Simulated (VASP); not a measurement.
# The defect B_Mg in a supercell of MgB2C2 (Pnnm), part 6 of 9

Wanted: what the defect B_Mg costs in MgB2C2 (Pnnm) and how the lattice relaxes round it. The start is a computed cell from the Materials Project.

VASP 6.6.1, plane waves and PAW; the level of theory is named at each step.

So far. Step 6 (Reference B): The run ended after 5 ionic steps, 0.010 eV below its first step, once forces and stress met EDIFFG = -0.02. Step 6 (Reference B): Energy at zero smearing: -84.45414 eV.

### 7. Relaxing the defect, spin collinear, charge 0

This step: PBEsol, spin-polarised, with small moments to start from; plane waves and PAW (Mg, B, C) (VASP 6.6.1).

System of this step: Mg11B25C24 (B_Mg). The cell holds 60 atoms: 11 Mg, 25 B and 24 C. Cell: a = 8.535 Å, b = 8.535 Å, c = 8.300 Å, α = 90.0°, β = 90.0°, γ = 65.5°. It derives from MgB2C2 (MgB2C2 (Pnnm)). Nearest the centre at fractional (0.500, 0.500, 0.667): B28 at 0.04 Å, C47 at 2.33 Å, C46 at 2.33 Å, C57 at 2.35 Å, C55 at 2.35 Å, C54 at 2.36 Å, C60 at 2.37 Å, B33 at 2.40 Å.

Atoms within 3.3 Å of the defect's centre start slightly displaced, with symmetry off, so that a distortion can develop. The atoms relax at the host's fixed cell.

INCAR

```
SYSTEM = Mg11B25C24
PREC = Normal
ENCUT = 400
EDIFF = 1E-05
NELM = 120
ISMEAR = 0
SIGMA = 0.05
LREAL = Auto
ALGO = Fast
GGA = PS
ISPIN = 2
MAGMOM = 0 0 0 0 0 0 0 0 0 0 0 0 0 0 0 0 0 0 0 0 0 0 0 0 0 0 0 0.6 0 0 0 0 0 0 0 0 0 0 0 0 0 0 0 0 0 0.6 0.6 0 0 0 0 0 0 0 0 0 0.6 0 0 0
LORBIT = 11
LWAVE = True
LCHARG = .TRUE.
KPAR = 4
IBRION = 2
NSW = 50
ISIF = 2
EDIFFG = -0.03
POTIM = 0.4
MAXMIX = 40
ISYM = 0
```

POSCAR

```
Mg11B25C24
1.0
    4.6186696203      7.1768882529      0.0000000000
   -4.6186696203      7.1768882529      0.0000000000
    0.0000000000      0.0000000000      8.3003684025
Mg B C
11 25 24
Direct
    0.0000000000      0.5000000000      0.1666666700
    0.5000000000      0.0000000000      0.1666666700
    0.0000000000      0.0000000000      0.0000000000
    0.4945876400      0.5028070200      0.0001493600
    0.0000000000      0.5000000000      0.5000000000
    0.5000000000      0.0000000000      0.5000000000
    0.0000000000      0.0000000000      0.3333333300
    0.4929524300      0.5072650600      0.3358043800
    0.0000000000      0.5000000000      0.8333333300
    0.5000000000      0.0000000000      0.8333333300
    0.0000000000      0.0000000000      0.6666666700
    0.3063555100      0.4232274900      0.1666666700
    0.8063555100      0.9232274900      0.1666666700
    0.1936444900      0.0767725100      0.1666666700
    0.6936444900      0.5767725100      0.1666666700
    0.4232274900      0.8063555100      0.0000000000
    0.9232274900      0.3063555100      0.0000000000
    0.0767725100      0.6936444900      0.0000000000
    0.5767725100      0.1936444900      0.0000000000
    0.3083246100      0.4186754900      0.5065852900
    0.8063555100      0.9232274900      0.5000000000
    0.1936444900      0.0767725100      0.5000000000
    0.6907989500      0.5780398000      0.4960562700
    0.4232274900      0.8063555100      0.3333333300
    0.9232274900      0.3063555100      0.3333333300
    0.0767725100      0.6936444900      0.3333333300
    0.5767725100      0.1936444900      0.3333333300
    0.4944756000      0.5011645700      0.6676368100
    0.3102843600      0.4248266300      0.8332830400
    0.8063555100      0.9232274900      0.8333333300
    0.1936444900      0.0767725100      0.8333333300
    0.6957966500      0.5761721100      0.8347167300
    0.4235147100      0.8045680100      0.6597935900
    0.9211939400      0.3050294000      0.6705707000
    0.0760091500      0.6947567800      0.6635959400
    0.5750900600      0.1952787300      0.6612980800
    0.0027484800      0.2176288900      0.1666666700
    0.5027484800      0.7176288900      0.1666666700
    0.4972515200      0.2823711100      0.1666666700
    0.9972515200      0.7823711100      0.1666666700
    0.2176288900      0.5027484800      0.0000000000
    0.7176288900      0.0027484800      0.0000000000
    0.2823711100      0.9972515200      0.0000000000
    0.7823711100      0.4972515200      0.0000000000
    0.0027484800      0.2176288900      0.5000000000
    0.4992474100      0.7232312200      0.5035771200
    0.4944724700      0.2806592200      0.5031554300
    0.9972515200      0.7823711100      0.5000000000
    0.2176288900      0.5027484800      0.3333333300
    0.7176288900      0.0027484800      0.3333333300
    0.2823711100      0.9972515200      0.3333333300
    0.7823711100      0.4972515200      0.3333333300
    0.0027484800      0.2176288900      0.8333333300
    0.4960320700      0.7264899000      0.8322577800
    0.4950366400      0.2835988400      0.8398986200
    0.9972515200      0.7823711100      0.8333333300
    0.2248965200      0.4993160300      0.6705228900
    0.7176288900      0.0027484800      0.6666666700
    0.2823711100      0.9972515200      0.6666666700
    0.7816683600      0.4898659700      0.6657994600
```

KPOINTS

```
Automatic mesh
0
Gamma
2 2 2
0 0 0
```

PAW data sets: Mg, B and C (PBE family, release 64).

Command:

```bash
mpirun -np 4 vasp_std
```

What it wrote:

```text
[... set-up lines as in an earlier step ...]
 entering main loop
       N       E                     dE             d eps       ncg     rms          rms(c)
DAV:   1     0.524710855476E+03    0.52471E+03   -0.75812E+04  4216   0.109E+03
DAV:   2    -0.409113922251E+03   -0.93382E+03   -0.87304E+03  5184   0.232E+02
DAV:   3    -0.476231158396E+03   -0.67117E+02   -0.66280E+02  4800   0.623E+01
DAV:   4    -0.477991115388E+03   -0.17600E+01   -0.17538E+01  4928   0.104E+01
[...]
RMM:  14    -0.428673675944E+03   -0.10872E-03   -0.86765E-04  4101   0.663E-02    0.427E-02
RMM:  15    -0.428673663488E+03    0.12457E-04   -0.13558E-04  4164   0.296E-02    0.171E-02
RMM:  16    -0.428673657043E+03    0.64446E-05   -0.88305E-05  4087   0.197E-02
   1 F= -.42867366E+03 E0= -.42867094E+03  d E =-.428674E+03  mag=     0.0011
[... from here on, the cycles between the ionic steps are left out ...]
   2 F= -.42881408E+03 E0= -.42881057E+03  d E =-.140422E+00  mag=    -0.0022
   5 F= -.42929638E+03 E0= -.42929307E+03  d E =-.736640E-01  mag=     0.0017
   9 F= -.42935665E+03 E0= -.42935330E+03  d E =-.253044E-01  mag=     0.0012
  13 F= -.42946307E+03 E0= -.42945956E+03  d E =-.462707E-02  mag=     0.0006
  17 F= -.42946589E+03 E0= -.42946242E+03  d E =-.744346E-02  mag=    -0.0056
  21 F= -.42980152E+03 E0= -.42979803E+03  d E =-.260090E+00  mag=    -0.0006
  25 F= -.43018135E+03 E0= -.43017783E+03  d E =-.375413E+00  mag=    -0.0002
  29 F= -.43029416E+03 E0= -.43029113E+03  d E =-.101383E+00  mag=     0.0003
  33 F= -.43074324E+03 E0= -.43074013E+03  d E =-.756990E-01  mag=     0.0004
  37 F= -.43089423E+03 E0= -.43089049E+03  d E =-.319006E-01  mag=     0.0022
  41 F= -.43093503E+03 E0= -.43093127E+03  d E =-.912662E-02  mag=     0.0014
  45 F= -.43094498E+03 E0= -.43094139E+03  d E =-.297328E-02  mag=    -0.0004
  49 F= -.43094913E+03 E0= -.43094555E+03  d E =-.173083E-02  mag=     0.0001
  50 F= -.43094948E+03 E0= -.43094589E+03  d E =-.208221E-02  mag=     0.0000
[...]
writing wavefunctions
```

Run time: 24 min. Hardware: 4 MPI ranks of Intel Xeon 6975P-C (Granite Rapids), shared host; peak memory 2.9 GiB.

Parts of OUTCAR (step 7):

```text
 spin component 1
 k-point     1 :       0.0000    0.0000    0.0000
  band No.  band energies     occupation
    ...
     92       3.7454      1.00000
     93       3.7719      1.00000
     94       3.9202      1.00000
     95       4.5824      1.00000
     96       4.5846      1.00000
     97       5.7890      0.00001
     98       5.9947      0.00000
     99       5.9998      0.00000
    100       6.4118      0.00000
    101       6.9778      0.00000
    ...

 k-point     2 :       0.5000    0.0000    0.0000
  band No.  band energies     occupation
    ...
     92       3.7468      1.00000
     93       3.9071      1.00000
     94       3.9870      1.00000
     95       4.0037      1.00000
     96       4.1386      1.00000
     97       5.7038      0.03193
     98       6.2404      0.00000
     99       6.4013      0.00000
    100       6.4636      0.00000
    101       6.4841      0.00000
    ...

  Total        2.7834974     -0.2008673    -10.9001757     -0.0117346     -0.0001537     -0.0006178
  in kB        8.1044015     -0.5848432    -31.7368365     -0.0341663     -0.0004476     -0.0017987
  external PRESSURE =      -8.0724261 kB  Pullay stress =       0.0000000 kB

 POSITION                                       TOTAL-FORCE (eV/Angst)
 -----------------------------------------------------------------------------------
      2.30507     10.75193      1.38393        -0.014424      0.003819      0.007370
      2.28349      3.59657      1.38571         0.023254     -0.020767     -0.002707
      0.00149      0.03941      0.00122         0.002290      0.023407      0.006497
     -0.01533      7.24942      8.19102        -0.021022     -0.001942      0.003700
      2.23581     10.75375      4.14417        -0.013126     -0.002744     -0.010165
     -2.24670     10.71154      4.14353         0.020511     -0.019174     -0.011590
     -0.00119      0.03904      2.76916         0.010827      0.027374     -0.008256
     -0.01355      7.25230      2.87621        -0.031943     -0.019342      0.009635
      2.23328     10.75187      6.92573        -0.012382      0.003841      0.006613
     -2.24508     10.70971      6.92931         0.019997     -0.016112     -0.009374
     -0.00725      0.05471      5.53566         0.006489      0.026931     -0.004427
     -0.54764      5.28122      1.38527        -0.004616     -0.013238      0.010782
     -0.56399     12.45274      1.38842         0.006532      0.015212     -0.024116
      0.53589      1.95119      1.38323        -0.006439      0.013263     -0.003331
[...]
-----------------------------------------------------------------------------------
    total drift:                                0.013801     -0.001600      0.007716

  FREE ENERGIE OF THE ION-ELECTRON SYSTEM (eV)
  ---------------------------------------------------
  free  energy   TOTEN  =      -430.9494835093 eV

  energy  without entropy=     -430.9422955639  energy(sigma->0) =     -430.94588954

 magnetization (x)
# of ion       s       p       d       tot
------------------------------------------
    1        0.000   0.000   0.000   0.000
    2        0.000   0.000   0.000   0.000
    3       -0.000   0.000   0.000   0.000
    4        0.000   0.000   0.000   0.000
    5        0.000   0.000   0.000   0.000
    6        0.000   0.000   0.000   0.000
    7       -0.000   0.000   0.000   0.000
    8        0.000   0.000   0.000   0.000
    9        0.000   0.000   0.000   0.000
   10        0.000   0.000   0.000   0.000
   11        0.000   0.000  -0.000   0.000
   12        0.000   0.000   0.000   0.000
   13        0.000   0.000   0.000   0.000
[...]
--------------------------------------------------
tot          0.000   0.000   0.000   0.000

[... 3 parts as in an earlier step ...]

[... 16 further parts left out ...]
[key lines of the parts left out:]
E-fermi :   5.6383
```

Relaxation path (22 of 50):

```csv
step,energy less that of the first step (eV),largest force (eV/Å)
1,0.0000,2.8835
3,-0.5491,0.7862
6,-0.6555,0.3221
8,-0.6797,0.5046
10,-0.7010,0.7219
13,-0.7894,1.6945
15,-0.8285,1.8171
17,-0.7922,1.2763
20,-1.0425,1.4864
22,-1.1323,1.0631
24,-1.3461,1.1127
27,-1.6070,1.3651
29,-1.6205,3.0642
31,-1.8988,1.1642
34,-2.1050,0.7907
36,-2.1887,0.5546
38,-2.2284,0.2998
41,-2.2614,0.1259
43,-2.2680,0.0858
45,-2.2713,0.0739
48,-2.2737,0.0717
50,-2.2758,0.0596
```

The atoms that moved most (Å):

```csv
atom,dx,dy,dz,length
B28,0.187,-1.065,-0.003,1.082
Mg4,0.023,0.091,-0.111,0.145
C60,-0.027,0.142,0.007,0.144
Mg8,0.053,0.074,0.089,0.127
B20,-0.066,-0.017,-0.094,0.116
B36,0.072,-0.067,0.047,0.109
C55,-0.009,-0.059,-0.083,0.103
C57,-0.033,0.092,-0.030,0.102
```

The run used up its steps with a largest force of 0.06 eV/Å at its last finished step, so it is continued.

(Continued in part 7 of 9.)

[Lines on the potential files, build, host, timing and source positions are cut from VASP's logs without a mark.]

[Logs are printed without paths, hosts, clocks, repeated set-up lines and the standing remarks that a program may print on its own settings, such as how far it seeks lower states.]

[Hosts, paths, dates, database ids (printed as entryN), source tags and the programs' standing remarks are cut or masked in the printed files.]

[In band tables of VASP the shares of atoms and orbitals are scaled to a sum of 1 inside the atoms' spheres.]

[Runs that stopped without an error message from VASP are left out.]
